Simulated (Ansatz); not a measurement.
Write a Python script for the Ansatz DFT code, driven from Python that makes cell relaxations under several functionals of CaF₂, space group Fm-3m. Use (first run): RPBE, PAW, cutoff 463 eV, 6×6×6 k-points, fixed occupations.

```
CELL_PARAMETERS angstrom
0.00000 2.73100 2.73100
2.73100 0.00000 2.73100
2.73100 2.73100 0.00000
ATOMIC_POSITIONS crystal
Ca 0.00000 0.00000 0.00000
F 0.25000 0.25000 0.25000
F 0.75000 0.75000 0.75000
```

Script `lattice_caf2.py`:
```python
"""How the lattice of CaF2 depends on the functional."""

import logging
import sys

import ansatz as az
import numpy as np

logging.basicConfig(stream=sys.stdout, format="%(name)s: %(message)s")
logger = logging.getLogger("caf2")
logger.setLevel(logging.INFO)

def edges_and_angles(cell):
    cell = np.asarray(cell)
    a, b, c = np.linalg.norm(cell, axis=1)
    cosines = cell[1] @ cell[2] / (b * c), cell[0] @ cell[2] / (a * c), cell[0] @ cell[1] / (a * b)
    return (a, b, c, *np.degrees(np.arccos(cosines)))


def main() -> None:
    lattice = az.Lattice.of(
        [0.0, 2.731, 2.731],
        [2.731, 0.0, 2.731],
        [2.731, 2.731, 0.0],
    )
    sites = [
        ("Ca", [0.0, 0.0, 0.0]),
        ("F", [0.25, 0.25, 0.25]),
        ("F", [0.75, 0.75, 0.75]),
    ]
    system = az.Crystal(lattice=lattice)
    for symbol, position in sites:
        system = system.atom(symbol, position)

    calculation = (
        system.calculation()
        .basis(17 * az.Ha)
        .kpoints(6, 6, 6)
        .occupations(az.OccupationsMethod.FIXED)
        .relax(cell=True, force_tolerance=0.03)
    )

    levels = [("rpbe", "none"), ("pbe", "none"), ("pbe", "d4")]
    logger.info("level            a       b       c    alpha   beta  gamma  V/atom  steps")
    for name, dispersion in levels:
        seen = []
        run = calculation.functional(name, dispersion=dispersion).session().plan()
        outcome = run.execute(on_event=lambda e: seen.append(e) if e["event"] == "relax_step" else None)
        cell = outcome.lattice.cell_ang
        label = name if dispersion == "none" else f"{name}+{dispersion}"
        print("{:13s} {:7.4f} {:7.4f} {:7.4f} {:6.2f} {:6.2f} {:6.2f}".format(label, *edges_and_angles(cell)), f"{abs(np.linalg.det(cell)) / len(outcome.lattice.sites):7.3f} {len(seen):5d}")


if __name__ == "__main__":
    main()
```

```console
$ python lattice_caf2.py
caf2: level            a       b       c    alpha   beta  gamma  V/atom  steps
rpbe           3.9674  3.9674  3.9674  60.00  60.00  60.00  14.720     7
pbe            3.8961  3.8961  3.8961  60.00  60.00  60.00  13.939     4
pbe+d4         3.8766  3.8766  3.8766  60.00  60.00  60.00  13.732     4
```

From smallest to largest: PBE+D4 (13.73 Å³ an atom, +1.1 % against the start), PBE (13.94 Å³ an atom, +2.7 % against the start) and RPBE (14.72 Å³ an atom, +8.4 % against the start). The spread is 7.2 % in volume.

Caveats:
- Forces vanish by symmetry, so the ions can't move, and the end may be a saddle.
- Edges and angles are those of the cell as typed, here a primitive one, not of the conventional cell.
- The structure is a deposited one; some such entries were measured under pressure or heat, so a shift against it needn't be the functional's error alone.
- Hardware and time: 11 s on 1 thread of Arm Neoverse V2, on a shared host, peak memory 0.37 GiB.
